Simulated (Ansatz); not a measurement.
# PBE against PBE0 over 6 crystals

Computed band gap (eV) at each level. Gaps hold for the cell as given (a database cell, not always the measured one). They are the smaller of the mesh's gap and, where one was run, the band path's. Brackets give the space group and the cell's volume in Å³ per atom. Spin polarisation and spin-orbit coupling are off unless named.

- PBE: Ansatz (all-electron LAPW, scalar-relativistic); k meshes of 216 to 1331 points
- PBE0: Ansatz (PAW datasets made for the crystal); cutoffs 220 to 430 eV; k meshes of 216 to 512 points

| crystal | PBE | PBE0 |
| --- | --- | --- |
| KBr (Fm-3m; 35.94) | 4.44 | 6.32 |
| KF (Fm-3m; 19.07) | 6.18 | 8.95 |
| KCl (Fm-3m; 31.15) | 5.19 | 7.24 |
| NaI (Fm-3m; 33.90) | 3.64 | 5.34 |
| KI (Fm-3m; 44.09) | 3.97 | 5.65 |
| LiF (Fm-3m; 8.17) | 9.07 | 12.13 |

Problem. How do the values move from PBE?

Solution. PBE0 lies above PBE in 6 of 6 crystals, with a median shift of +1.97 eV (+1.68 eV for KI to +3.06 eV for LiF); a straight line gives PBE0 ≈ 1.28 × PBE + 0.70 eV with a scatter of 0.17 eV. The figures use the values as printed. No column holds spin-orbit coupling, which bears on the band edges of KBr, NaI, KI. Exact exchange on meshes of this size isn't fully converged. Columns can differ in potentials, basis sets, cutoffs, meshes, task and smearing within a row, which adds scatter of its own.
